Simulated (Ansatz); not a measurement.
**N in Ansatz: convergence with k mesh**

Crystal: N.

```xyz
2
Lattice="2.5195 0.0000 0.0000 -1.2597 2.1819 0.0000 0.0000 0.0000 2.4460" Properties=species:S:1:pos:R:3 pbc="T T T"
N     0.0000    1.4546    1.8345
N     1.2597    0.7273    0.6115
```

The real solid is made of molecules; this cell is a model form.

| Quantity | Value |
| --- | --- |
| Program | Ansatz 0.2.0 |
| Task | convergence study |
| Functional | PBE |
| Potentials or basis | SPMS NC |
| Cutoff | 1034 eV (not typed: the program's choice for these potentials) |
| k mesh | 4 × 4 × 3 |
| Occupations | fermi-dirac, width 0.1 eV |
| Spin | no spin polarisation |

These are the settings of the first run; the series varies k mesh, with any setting tied to it.

Hardware: 2 threads of Intel(R) Xeon(R) Processor @ 2.50GHz (Skylake/Cascade Lake), with other jobs on the host.

The values tried are 4 × 4 × 3, 5 × 5 × 4, 6 × 6 × 5, 7 × 7 × 6, 9 × 9 × 8, 11 × 11 × 10, 14 × 14 × 12, 16 × 16 × 15, 20 × 20 × 18, loosest first. From which on does the pressure stay within 0.1 GPa of the tightest run that finished?

From 16 × 16 × 15 on.

| k mesh | energy less the tightest run, at zero smearing (meV/atom) | pressure (GPa) | SCF cycles | CPU time (s) | peak memory (GiB) |
| --- | --- | --- | --- | --- | --- |
| 4 × 4 × 3 | 4.93 | 20.04 | 6 | 0.73 | 0.25 |
| 5 × 5 × 4 | -50.44 | 8.83 | 5 | 0.89 | 0.25 |
| 6 × 6 × 5 | -23.94 | 10.06 | 5 | 1.2 | 0.26 |
| 7 × 7 × 6 | -10.59 | 11.87 | 5 | 1.6 | 0.26 |
| 9 × 9 × 8 | -2.13 | 10.57 | 5 | 2.4 | 0.28 |
| 11 × 11 × 10 | -1.39 | 11.96 | 5 | 3.7 | 0.29 |
| 14 × 14 × 12 | 0.19 | 11.51 | 5 | 5.9 | 0.33 |
| 16 × 16 × 15 | -0.82 | 11.32 | 5 | 8.6 | 0.35 |
| 20 × 20 × 18 | 0.00 | 11.36 | 5 | 16 | 0.41 |

Against the tightest run, the energy stays within 1 meV/atom from 14 × 14 × 12 on. Meshes of other sizes hit other points, so gaps and Fermi surfaces needn't settle smoothly. The tightest run that finished is the yardstick and may itself not be fully converged.

Caveat, for the tightest run too: the pressure holds a Pulay correction of +0.6 GPa for the finite cutoff.
